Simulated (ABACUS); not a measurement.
# C (Fd-3m) in ABACUS: a series of runs

One crystal, C, is run at these levels: PBE; tasks: single point.

All numbers are computed with ABACUS 3.10.1; they aren't measurements. Logs are shortened: lines on timing, memory, paths and dates and some standing lists are left out, and cuts for length are marked.

## (1) Starting point

Symmetry: Fd-3m, No. 227, cubic system. Conventional cell: a = 3.567 Å, b = 3.567 Å, c = 3.567 Å, α = 90.00°, β = 90.00°, γ = 90.00°. C (site symmetry -43m) is surrounded by 4 C at 1.54 Å.

This isn't the form of C at room conditions, which is graphite.

## (2) Single point, PBE

File INPUT:

```
INPUT_PARAMETERS
suffix              C
calculation         scf
basis_type          lcao
pseudo_dir          ./
orbital_dir         ./
symmetry            1
dft_functional      pbe
ecutwfc             100
pseudo_rcut         10
nspin               1
nbands              8
ks_solver           genelpa
smearing_method     fd
smearing_sigma      0.00367493
scf_thr             1e-07
scf_nmax            100
mixing_type         broyden
mixing_beta         0.7
cal_force           1
cal_stress          1
out_mul             1
```

File STRU:

```
ATOMIC_SPECIES
C 12.0110 C.upf

NUMERICAL_ORBITAL
C_confined-atom_6au_2s2p1d.orb

LATTICE_CONSTANT
1.8897261246

LATTICE_VECTORS
0.0000000000 1.7833700000 1.7833700000
1.7833700000 0.0000000000 1.7833700000
1.7833700000 1.7833700000 0.0000000000

ATOMIC_POSITIONS
Direct

C
0.0
2
0.7500000000 0.7500000000 0.7500000000 1 1 1
0.5000000000 0.5000000000 0.5000000000 1 1 1
```

File KPT:

```
K_POINTS
0
Gamma
13 13 13 0 0 0
```

Potentials or basis: PseudoDojo NC SR 0.4.1 PBE standard, DZP LCAO (the cutoffs set its grid).

Launch:

```sh
> OMP_NUM_THREADS=1 mpirun -np 4 abacus > log
```

running log:

```text
ABACUS v3.10.1

               Atomic-orbital Based Ab-initio Computation at UStc

 ------------------------------------------------------------------------------------

 READING GENERAL INFORMATION
                           global_out_dir = OUT.C/
                           global_in_card = INPUT
                               pseudo_dir = ./
                              orbital_dir = ./
                                    DSIZE = 4
                                    GSIZE = 1

 READING UNITCELL INFORMATION
                                    ntype = 1
                  lattice constant (Bohr) = 1.88973
              lattice constant (Angstrom) = 1

 READING ATOM TYPE 1
                               atom label = C
                      L=0, number of zeta = 2
                      L=1, number of zeta = 2
                      L=2, number of zeta = 1
             number of atom for this type = 2

                        TOTAL ATOM NUMBER = 2
DIRECT COORDINATES
    atom                   x                   y                   z     mag                  vx                  vy                  vz
taud_C1            0.7500000000        0.7500000000        0.7500000000  0.0000        0.0000000000        0.0000000000        0.0000000000
taud_C2            0.5000000000        0.5000000000        0.5000000000  0.0000        0.0000000000        0.0000000000        0.0000000000

                          Volume (Bohr^3) = 76.551
                             Volume (A^3) = 11.3437

 Lattice vectors: (Cartesian coordinate: in unit of a_0)
                   +0            +1.78337            +1.78337
             +1.78337                  +0            +1.78337
             +1.78337            +1.78337                  +0
 Reciprocal vectors: (Cartesian coordinate: in unit of 2 pi/a_0)
            -0.280368           +0.280368           +0.280368
            +0.280368           -0.280368           +0.280368
            +0.280368           +0.280368           -0.280368
 The esolver type has been set to : ksdft_lcao

                PAO radial cut off (Bohr) = 10

 Read in pseudopotential file is C.upf
                     pseudopotential type = NC
          exchange-correlation functional = PBE
                 nonlocal core correction = 1
                        valence electrons = 4
                                     lmax = 1
                           number of zeta = 2
                     number of projectors = 4
                           L of projector = 0
                           L of projector = 0
                           L of projector = 1
                           L of projector = 1
     initial pseudo atomic orbital number = 8

 SETUP THE ELECTRONS NUMBER
             electron number of element C = 4
       total electron number of element C = 8
            AUTOSET number of electrons:  = 8
                           occupied bands = 4
                                   NLOCAL = 26
                                   NBANDS = 8
                                   NBANDS = 8
                                   NLOCAL = 26

 SETUP THE PLANE WAVE BASIS
 energy cutoff for charge/potential (unit:Ry) = 400
            fft grid for charge/potential = [ 32, 32, 32 ]
                        fft grid division = [ 4, 4, 4 ]
        big fft grid for charge/potential = [ 8, 8, 8 ]
                                     nbxx = 128
                                     nrxx = 8192

 SETUP PLANE WAVES FOR CHARGE/POTENTIAL
                    number of plane waves = 10417
                         number of sticks = 637

 PARALLEL PW FOR CHARGE/POTENTIAL
     PROC   COLUMNS(POT)             PW
        1            159           2604
        2            159           2604
        3            159           2604
        4            160           2605
 --------------- sum -------------------
        4            637          10417
                            number of |g| = 153
                                  max |g| = 36.1589
                                  min |g| = 0.62885

----------- Double Check Mixing Parameters Begin ------------
mixing_type: broyden
mixing_beta: 0.7
mixing_gg0: 1
mixing_gg0_min: 0.1
mixing_ndim: 8
----------- Double Check Mixing Parameters End ------------

 LATTICE VECTORS: (CARTESIAN COORDINATE: IN UNIT OF A0)
                   +0            +1.78337            +1.78337
             +1.78337                  +0            +1.78337
             +1.78337            +1.78337                  +0
                       right hand lattice = 1
                                   NORM_A = 2.52207
                                   NORM_B = 2.52207
                                   NORM_C = 2.52207
                           ALPHA (DEGREE) = 60
                           BETA  (DEGREE) = 60
                           GAMMA (DEGREE) = 60

 The lattice vectors have been changed (STRU_SIMPLE.cif)

(for optimal symmetric configuration:)
                             BRAVAIS TYPE = 3
                     BRAVAIS LATTICE NAME = 03. Cubic F (face-centered)
                                    ibrav = 3
                                    IBRAV = 3
                                  BRAVAIS = FACE CENTERED CUBIC
                       LATTICE CONSTANT A = 3.56674
Original cell was already a primitive cell.
                        ROTATION MATRICES = 48
              PURE POINT GROUP OPERATIONS = 24
                   SPACE GROUP OPERATIONS = 48
                                       C2 = 3
                                       C3 = 8
                                       C4 = 0
                                       C6 = 0
                                       S1 = 6
                                       S3 = 0
                                       S4 = 6
                                       S6 = 0
                              POINT GROUP = T_d
               POINT GROUP IN SPACE GROUP = O_h

 SETUP K-POINTS
                                    nspin = 1
                   Input type of k points = Monkhorst-Pack(Gamma)
                                   nkstot = 2197
                       right hand lattice = 1
(for reciprocal lattice: )
                             BRAVAIS TYPE = 2
                     BRAVAIS LATTICE NAME = 02. Cubic I (body-centered)
                                    ibrav = 2
                       right hand lattice = 1
(for k-lattice: )
                             BRAVAIS TYPE = 2
                     BRAVAIS LATTICE NAME = 02. Cubic I (body-centered)
                                    ibrav = 2
                       right hand lattice = 1
                        ROTATION MATRICES = 48
                               nkstot_ibz = 84
K-POINTS REDUCTION ACCORDING TO SYMMETRY
     IBZ    DIRECT_X    DIRECT_Y    DIRECT_Z  WEIGHT  ibz2bz
       1  0.00000000  0.00000000  0.00000000  0.0005       0
       2  0.07692308  0.07692308  0.07692308  0.0036       1
       3  0.15384615  0.15384615  0.15384615  0.0036       2
       4  0.23076923  0.23076923  0.23076923  0.0036       3
       5  0.30769231  0.30769231  0.30769231  0.0036       4
       6  0.38461538  0.38461538  0.38461538  0.0036       5
[... 22 lines left out ...]
      29  0.30769231  0.15384615  0.15384615  0.0055      37
      30  0.23076923  0.23076923  0.00000000  0.0027      42
[... 54 further k points ...]

                               nkstot now = 84
[... K-POINTS DIRECT COORDINATES: 84 rows ...]

           k-point number in this process = 84
       minimum distributed K point number = 84
[... stars of the k points ...]

[... K-POINTS CARTESIAN COORDINATES: 84 rows ...]

[... K-POINTS DIRECT COORDINATES: 84 rows ...]

 SETUP PLANE WAVES FOR WAVE FUNCTIONS
     energy cutoff for wavefunc (unit:Ry) = 100
              fft grid for wave functions = [ 32, 32, 32 ]
                    number of plane waves = 1917
                         number of sticks = 199

 PARALLEL PW FOR WAVE FUNCTIONS
     PROC   COLUMNS(POT)             PW
        1             50            481
        2             49            477
        3             50            479
        4             50            480
 --------------- sum -------------------
        4            199           1917

 SET NONLOCAL PSEUDOPOTENTIAL PROJECTORS
 max number of nonlocal projetors among all species is 4

 -------------------------------------------
 SELF-CONSISTENT
 -------------------------------------------

 SETUP SEARCHING RADIUS FOR PROGRAM TO SEARCH ADJACENT ATOMS
                  longest orb rcut (Bohr) = 6
   longest nonlocal projector rcut (Bohr) = 1.3
                     search radius (Bohr) = 14.6
              searching radius is (Bohr)) = 14.6
         searching radius unit is (Bohr)) = 1.89
                         PeriodicBoundary = 1
                        Radius(unit:lat0) = 7.73
                                   glayer = [ 5, 5, 5 ]
                             glayer_minus = [ 4, 4, 4 ]

Find the coordinate range of the input atom(unit:lat0).
                                  min_tau = [ -12.5, -12.5, -12.5 ]
                                  max_tau = [ 16.9, 16.9, 16.9 ]
                                BoxNumber = [ 9, 9, 9 ]

 SETUP EXTENDED REAL SPACE GRID FOR GRID INTEGRATION
                          real space grid = [ 32, 32, 32 ]
                 big cell numbers in grid = [ 8, 8, 8 ]
             meshcell numbers in big cell = [ 4, 4, 4 ]
                        extended fft grid = [ 13, 13, 13 ]
                dimension of extened grid = [ 35, 35, 35 ]
                            UnitCellTotal = 125
              Atom number in sub-FFT-grid = 2
    Local orbitals number in sub-FFT-grid = 26
                                ParaV.nnr = 15633
                                 init_chg = atomic

 LCAO ALGORITHM --------------- ION=   1  ELEC=   1--------------------------------

 Density error is 0.140276538623
----------------------------------------------------------
     Energy           Rydberg                 eV
----------------------------------------------------------
 E_KohnSham     -24.0533919459       -327.2631866911
 E_Harris       -23.6468319588       -321.7316542876
 E_Fermi        1.0703818137         14.5632917015
----------------------------------------------------------
[... 67 lines left out ...]
 LCAO ALGORITHM --------------- ION=   1  ELEC=   8--------------------------------

 Density error is 3.1369085552e-09
----------------------------------------------------------
     Energy           Rydberg                 eV
----------------------------------------------------------
 E_KohnSham     -24.0582567973       -327.3293763902
 E_KS(sigma->0) -24.0582567973       -327.3293763902
 E_Harris       -24.0582567863       -327.3293762414
 E_band         2.5500019315         34.6945561797
 E_one_elec     8.2956853737         112.8685898976
 E_Hartree      1.8862269399         25.6634341041
 E_xc           -8.6654806076        -117.8999121717
 E_Ewald        -25.5746885033       -347.9614882202
 E_entropy(-TS) -0.0000000000        -0.0000000000
 E_descf        0.0000000000         0.0000000000
 E_exx          0.0000000000         0.0000000000
 E_Fermi        1.1593785632         15.7741545990
----------------------------------------------------------

 charge density convergence is achieved
 final etot is -327.32937639 eV
 EFERMI = 15.774154599 eV

 STATE ENERGY(eV) AND OCCUPATIONS    NSPIN == 1
 1/84 kpoint (Cartesian) = 0.0000 0.0000 0.0000 (326 pws)
       1       -8.01679    0.000910332
       2        13.3441    0.000910332
       3        13.3441    0.000910332
       4        13.3441    0.000910332
       5        18.9457    2.58180e-31
       6        18.9457    2.58180e-31
       7        18.9457    2.58180e-31
       8        27.2621        0.00000

 2/84 kpoint (Cartesian) = 0.021567 0.021567 0.021567 (327 pws)
       1       -7.91664     0.00728266
       2        12.2726     0.00728266
       3        13.0626     0.00728266
       4        13.0626     0.00728266
       5        19.3126    1.34095e-33
       6        19.3126    1.34095e-33
       7        19.5875    5.49329e-36
       8        27.3485        0.00000
[... 31 lines left out ...]
 6/84 kpoint (Cartesian) = 0.10783 0.10783 0.10783 (329 pws)
       1       -4.18365     0.00728266
       2        2.35110     0.00728266
       3        10.7382     0.00728266
       4        10.7382     0.00728266
       5        21.7963    3.58570e-55
       6        21.7963    3.58570e-55
       7        22.0998    8.28009e-58
       8        29.5181        0.00000

[... levels at 78 further k points ...]

 correction force for each atom along direction 1 is 8.29892e-15
 correction force for each atom along direction 2 is 8.74301e-15
 correction force for each atom along direction 3 is 9.00668e-15
------------------------------------------------------------------------------------------
 TOTAL-FORCE (eV/Angstrom)
------------------------------------------------------------------------------------------
                        C1         0.0000000000         0.0000000000         0.0000000000
                        C2         0.0000000000         0.0000000000         0.0000000000
------------------------------------------------------------------------------------------

----------------------------------------------------------------
 TOTAL-STRESS (KBAR)
----------------------------------------------------------------
        55.7730338553        -0.0000000000         0.0000000000
        -0.0000000000        55.7730338553         0.0000000000
         0.0000000000         0.0000000000        55.7730338553
----------------------------------------------------------------
 TOTAL-PRESSURE: 55.773034 KBAR

 --------------------------------------------
 !FINAL_ETOT_IS -327.3293763901600073 eV
 --------------------------------------------
```

It took 3.2 s on 4 MPI ranks of AMD EPYC 7B13 (Zen 3), shared host; peak memory 0.36 GiB.

What came out:

* Free energy: -327.3294 eV
* Pressure: 5.6 GPa
* Band gap on the k mesh: 4.21 eV, indirect (least direct gap 5.60 eV)

Levels at points of the mesh, in eV from the valence-band top:
```
           k point  band 1  band 2  band 3  band 4  band 5  band 6  band 7  band 8
(0.00, 0.00, 0.00)  -21.36    0.00    0.00    0.00    5.60    5.60    5.60   13.92
```

Caveat: the atomic orbitals were generated for these runs and aren't a published set; an odd mesh through Γ misses points on the zone boundary, where band edges often lie; the basis of atomic orbitals isn't converged, which shifts pressures, moduli and gaps.

(Part 1 of 2 ends here.)
